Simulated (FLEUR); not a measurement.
**MgSe under changes of volume**

One of the cells (20.246 Å³/atom); the others are scaled copies at fixed shape and fractional positions:

```
Se Mg
1.0
     0.00000    2.72550    2.72550
     2.72550    0.00000    2.72550
     2.72550    2.72550    0.00000
Se Mg
1 1
Cartesian
  2.7255 2.7255 2.7255
  0.0000 0.0000 0.0000
```

- Program: FLEUR MaX-R8.1 (later development tree)
- Functional: RPBE
- Potentials or basis: all-electron
- Basis: FLAPW
- Kmax: 3.82 1/bohr
- k mesh: 8 × 8 × 8
- Occupations: fermi-dirac, width 0.1 eV
- Spin: no spin polarisation

| volume (Å³/atom) | energy over the lowest point (meV/atom) | gap on the mesh (eV) |
| --- | --- | --- |
| 19.031 | ? | ? |
| 19.436 | 41.89 | 2.18 |
| 20.246 | 14.42 | 2.11 |
| 21.056 | 1.73 | 2.05 |
| 21.461 | 0.00 | 2.01 |

Q: What does the run at 19.031 Å³/atom give?

A: Energy over the lowest point 62.06 meV/atom; gap on the mesh 2.22 eV.

Worked out: A Birch-Murnaghan fit of order 2 (a polynomial in V^(-2/3)) to the other rows has its minimum at 21.50 Å³/atom, just outside them, with B0 = V·E''(V) = 57 GPa. It gives 62.07 meV/atom at 19.031 Å³/atom, against the run's 62.06. A straight line through the other rows of the gap, of slope -1.68 eV per unit of ln V, extrapolates to 2.22 eV, against the run's 2.22.

Energies are extrapolated to zero smearing.

Caveats: the plane-wave cutoff is short for the semicore states, which can make moduli rough.

A mesh can miss the band edges. Spin-orbit coupling on Se is left out.
